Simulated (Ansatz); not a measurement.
CaSe: equation of state with LDA

CaSe:

```
Se Ca
1.0
     0.00000    2.95600    2.95600
     2.95600    0.00000    2.95600
     2.95600    2.95600    0.00000
Se Ca
1 1
Direct
  0.50000 0.50000 0.50000
  0.00000 0.00000 0.00000
```

| Quantity | Value |
| --- | --- |
| Program | Ansatz 0.2.0 |
| Task | equation of state |
| Functional | LDA |
| Potentials or basis | Ansatz PAW |
| Cutoff | 420 eV |
| Density cutoff | 1680 eV |
| k mesh | 8 × 8 × 8 |
| Occupations | fermi-dirac, width 0.05 eV |
| Spin | no spin polarisation |

The equilibrium volume is 24.28 Å³/atom (rough: see the caveat) and the bulk modulus is 57 GPa (rough).

Energy against volume, from the lowest point:
| volume (Å³/atom) | energy (meV/atom) |
| --- | --- |
| 24.280 | 0.00 |
| 24.796 | 1.92 |
| 25.313 | 7.36 |
| 25.829 | 15.96 |
| 26.346 | 27.39 |
| 26.863 | 41.36 |
| 27.379 | 57.60 |

All runs of the series together: 4 s on 2 threads of Intel(R) Xeon(R) 6975P-C (Granite Rapids), on a shared host.

Caveat: the minimum lies outside the volumes run.
